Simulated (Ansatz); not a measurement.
**Re: pressure against volume**

Re, P6_3/mmc, a = 2.775 Å, c = 4.484 Å. Ansatz: PBE, PAW, 420 eV, Γ-centred 18×18×10 mesh on 2 atoms, Gaussian smearing 0.10 eV; no spin polarisation. Shape and atoms are relaxed at each volume; pressure is positive in compression.

| V (Å³/atom) | P (GPa) |
| --- | --- |
| 14.054 | 25.84 |
| 14.502 | 11.87 |
| 14.951 | -0.01 |
| 15.399 | -10.10 |
| 15.848 | ? |

Take V0 = 14.951 Å³/atom, count pressures from its P0 = -0.01 GPa, fit the third-order Birch–Murnaghan form to the other rows, and predict the missing pressure.

With the Eulerian strain f = ½[(V0/V)^(2/3) − 1] and y = (P − P0)/[3f(1 + 2f)^(5/2)], the form is the line y = B0 + 1.5 B0 (B0′ − 4) f. Rows (f, y): 0.02105, 369.2; 0.01027, 366.5; -0.00975, 362.4. Means f = 0.007190, y = 366.03; Σ(Δf)² = 0.0004885, ΣΔfΔy = 0.1069; the slope is their ratio. y = 364.5 + 218.8 f GPa, so B0 = 364.5 GPa and B0′ = 4 + 2 × (218.8)/(3 × 364.5) = 4.40. At V = 15.848, f = -0.01905, y = 360.33 and P = -18.70 GPa. The run gave -18.66 GPa, so the fit is 0.04 GPa too low, a small miss on the scale of the series. The form still works here, 33 % of the fitted range beyond its end.

Spin–orbit coupling is left out, which can shift energies with elements as heavy as these.